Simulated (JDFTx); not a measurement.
# GaAs: band structure with SCAN

**Experimental background.**

“Evidence of valence band perturbations in GaAsN/GaAs(001): A combined variable-angle spectroscopic ellipsometry and modulated photoreflectance investigation”, 2008, arxiv:0805.2212 reports, for a bulk crystal of GaAs at 300 K: band gap 1.412 ± 0.01 eV (direct).

GaAs:

```
As Ga
1.0
     0.00000    2.82685    2.82685
     2.82685    0.00000    2.82685
     2.82685    2.82685    0.00000
As Ga
1 1
Cartesian
  4.2403 4.2403 4.2403
  0.0000 0.0000 0.0000
```

```
Program                                 : JDFTx 1.7.0 (patched build)
Task                                    : band structure
Functional                              : SCAN
Potentials or basis                     : SG15-PBE-1.2
Cutoff                                  : 1088 eV
Density cutoff                          : 8708 eV
k mesh                                  : 8 × 8 × 8
Occupations                             : fermi-dirac, width 0.05 eV
Spin                                    : no spin polarisation
Band ratio of the Davidson solver       : 1.3
Bands                                   : 15
Density cutoff over wavefunction cutoff : 8
Max SCF steps                           : 30
SCF threshold on the energy             : 1e-06 Ha
Solver of the electrons                 : minimize
Further solve for the empty bands       : no
Start                                   : density of an earlier self-consistent run, held fixed
Path                                    : G-X-W-K-G-L-U-W-L-K-U-X
```

* Band gap along the path: 0.44 eV, direct

Levels at the corners of the path, in eV from the valence-band top:
```csv
point,band 6,band 7,band 8,band 9,band 10,band 11,band 12,band 13
Γ,-13.44,0.00,0.00,0.00,0.44,3.80,3.80,3.80
X,-10.74,-7.27,-2.86,-2.86,1.62,1.78,10.58,10.58
W,-10.68,-7.09,-3.71,-3.53,4.82,5.06,5.61,6.34
K,-10.78,-7.08,-4.05,-2.42,2.10,4.88,8.28,8.41
Γ,-13.44,0.00,0.00,0.00,0.44,3.80,3.80,3.80
L,-11.52,-7.03,-1.24,-1.24,1.00,4.85,4.85,8.22
U,-10.78,-7.08,-4.05,-2.42,2.10,4.88,8.28,8.41
W,-10.68,-7.09,-3.71,-3.53,4.82,5.06,5.61,6.34
L,-11.52,-7.03,-1.24,-1.24,1.00,4.85,4.85,8.22
K,-10.78,-7.08,-4.05,-2.42,2.10,4.88,8.28,8.41
U,-10.78,-7.08,-4.05,-2.42,2.10,4.88,8.28,8.41
X,-10.74,-7.27,-2.86,-2.86,1.62,1.78,10.58,10.58
```

Wall time 91 s on 1 thread of Intel(R) Xeon(R) 6975P-C (Granite Rapids) (shared host), peak memory 0.12 GiB.

A measured gap of GaAs is 1.412 eV (direct; 300 K; “Evidence of valence band perturbations in GaAsN/GaAs(001): A combined variable-angle spectroscopic ellipsometry and modulated photoreflectance investigation”, 2008, arxiv:0805.2212); the calculated 0.44 eV misses it by -0.97 eV. 3 values of this kind are on record (1.412 to 1.51 eV); this one was drawn at random among those near their median, those with a stated uncertainty first. Spin-orbit coupling on As, Ga is left out. The value is that of SCAN, without temperature or zero-point motion.
